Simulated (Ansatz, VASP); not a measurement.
## Two plane-wave programs on NiO

INCAR

```
ALGO = Normal
EDIFF = 1E-7
EDIFFG = -0.01
ENCUT = 600
GGA = PE
IBRION = 2
ISIF = 3
ISMEAR = -1
ISPIN = 2
IVDW = 13
LASPH = True
LCHARG = False
LMAXMIX = 4
LORBIT = 11
LREAL = False
LWAVE = False
MAGMOM = 1 0
NELM = 120
NSW = 40
PREC = Accurate
SIGMA = 0.05
```

File KPOINTS:

```
k-points
0
Gamma
  11 11 11
```

Contents of POSCAR:

```
NiO
1.0
    0.0000000000      2.0859016414      2.0859016414
    2.0859016414      0.0000000000      2.0859016414
    2.0859016414      2.0859016414      0.0000000000
Ni O
1 1
Direct
    0.0000000000      0.0000000000      0.0000000000
    0.5000000000      0.5000000000      0.5000000000
```

Contents of input.yaml:

```yaml
crystal:
  lattice:
    - [0.0, 2.0859016414, 2.0859016414]
    - [2.0859016414, 0.0, 2.0859016414]
    - [2.0859016414, 2.0859016414, 0.0]
  atoms:
    - { symbol: Ni, position: [0.0, 0.0, 0.0], spin: 1.0 }
    - { symbol: O, position: [0.5, 0.5, 0.5] }
hamiltonian:
  xc: pbe
  pseudopotentials: { kind: paw }
  dispersion: d4
magnetization:
  spin_polarized: true
kpoints:
  mp_grid: { grid: [11, 11, 11] }
scf:
  occupations: { method: fermi_dirac, width: 0.05 }
output:
  forces: true
  stress: true
  write_density: true
  write_potential: true
  elf: true
  volumetric_format: npy
relax:
  f_tol: 0.01
  max_steps: 40
  cell: { stress_tol: 0.05 }
```

Alike in both runs: task relaxation of cell and atoms; functional PBE; dispersion D4; k mesh 11 × 11 × 11; occupations fermi-dirac, width 0.05 eV; collinear spin, ferromagnetic start.

|  | VASP | Ansatz |
| --- | --- | --- |
| version | VASP 6.6.1 | Ansatz 0.2.0 |
| potentials or method | VASP PAW PBE potentials, release 64 (Ni, O) | Ansatz PAW |
| plane-wave cutoff (eV) | 600 | 420 |
| valence electrons in the cell | 16 | 24 |

Ansatz gave:

* gap on the k mesh at the Fermi level, each at its own relaxed structure (eV): none
* net moment per atom (μB): 0.88
* size of the moment on the site where the two differ most (μB): 0.28
* relaxed volume (Å³/atom): 9.14
* relaxed cell length with the largest relative difference (Å): 2.957

Estimate VASP's values.

gap on the k mesh at the Fermi level, each at its own relaxed structure (eV): none; net moment per atom (μB): 0.84; size of the moment on the site where the two differ most (μB): 0.25; relaxed volume (Å³/atom): 9.10; relaxed cell length with the largest relative difference (Å): 2.953.

Site moments also hang on the region over which each program counts them. A gap of «none» marks a metal or a gap that the smearing closes. The two sets of potentials don't hold the same shells in valence.

Caveats: a cell with one magnetic atom can't hold antiferromagnetic order, which such compounds often take; semilocal functionals often make such compounds metallic where correlation or magnetic order opens a gap, which also shifts bond lengths; pairwise dispersion overbinds metals, which lowers pressure and volume; the plane-wave basis is chosen anew once the cell has moved, so the energies of steps on either side of that aren't comparable (Ansatz); the pressure holds a Pulay correction of +0.7 GPa for the finite cutoff (Ansatz). With open d or f shells a metallic result of PBE can be an artefact of self-interaction; +U or a hybrid may open a gap.
